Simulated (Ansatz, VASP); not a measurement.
# Two plane-wave programs on BAs

```
B As
1.0
     0.00000    1.98883    1.98883
     1.98883    0.00000    1.98883
     1.98883    1.98883    0.00000
B As
1 1
Cartesian
  0.0000 0.0000 0.0000
  1.9888 1.9888 1.9888
```

Change from the starting cell: volume scaled by 0.64, PAW files.

Alike in both runs: task single point; functional PBE; k mesh 15 × 15 × 15; occupations fermi-dirac, width 0.08 eV; no spin polarisation.

|  | VASP | Ansatz |
| --- | --- | --- |
| version | VASP 6.6.1 | Ansatz 0.2.0 |
| potentials or method | VASP PAW PBE potentials, release 64 (B, As) | PAW with Ansatz's default frozen-core files, scalar-relativistic |
| plane-wave cutoff (eV) | 520 | 420 |
| valence electrons in the cell | 8 | 18 |

Ansatz gave:

| Property | Result |
| --- | --- |
| pressure (GPa) | 144.4 |

What did VASP give for the same quantities?

Pressure (GPa): 148.4.

The two sets of potentials don't hold the same shells in valence.

Caveats: the cell as given lies far from equilibrium; so large a pressure means that the cell lies far from this level's equilibrium, or that cutoff or potentials fall short (VASP).
